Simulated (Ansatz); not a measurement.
Crystal: LiH.

```xyz
2
Lattice="0.0000 2.0368 2.0368 2.0368 0.0000 2.0368 2.0368 2.0368 0.0000" Properties=species:S:1:pos:R:3 pbc="T T T"
Li    0.0000    0.0000    0.0000
H     2.0368    2.0368    2.0368
```

Base run:

* Program: Ansatz 0.2.0
* Functional: PBE
* Potentials or basis: Ansatz PAW
* Cutoff: 420 eV (not typed: the program's choice for these potentials)
* k mesh: 11 × 11 × 11
* Occupations: fermi-dirac, width 0.05 eV
* Spin: no spin polarisation

Its results: band gap on the k mesh 3.21 eV, direct; pressure -1.7 GPa.

Task: After a change of settings the same cell gave: band gap on the k mesh 3.85 eV, direct; pressure -1.7 GPa. Which change was it?
A. functional from PBE to PBEsol
B. functional from PBE to r2SCAN; cutoff from 420 eV (not typed: the program's choice for these potentials) to 500 eV (not typed: the program's choice for these potentials)
C. functional from PBE to LDA

Result: B.

r2SCAN gives the wider gap, since meta-GGAs in the generalised Kohn-Sham scheme recover part of the derivative discontinuity.

Caveats: the k mesh misses the band edges, so the gap on the mesh is wider than the one along the path; the PAW data sets were made with another functional, which shifts forces and pressure a little (some runs).
